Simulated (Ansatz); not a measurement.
L1₀ (CuAu-type) CoPt was calculated with HSE06 (PAW; Ansatz, a program for electronic structure).

Run with plane-wave cutoff 460 eV, 10×10×8 k mesh (along the axes of the cell as run), Fermi–Dirac smearing 0.05 eV, spin-polarised with parallel moments, scalar-relativistic PAW data made under PBE.

Cell (measured lattice):

```
CoPt
1.0
    2.69400     0.00000     0.00000
    0.00000     2.69400     0.00000
    0.00000     0.00000     3.70700
Co Pt
1 1
Direct
  0.00000   0.00000   0.00000
  0.50000   0.50000   0.50000
```
Starting moments (μB, in the order of the record's atoms Co Pt): 2.0 0.0.

Task: Estimate the magnetic moment (largest site, within a sphere) that the calculation returns.

Result: 
magnetic moment (largest site, within a sphere): 2.41 μB

Note: cell and atoms aren't relaxed at this level (pressure 10.6 GPa).

Moments are spin moments.

Spin–orbit coupling is not included.

The computed numbers hold no vibrational or temperature effects.

Computing time: around 8 core-minutes (rough).
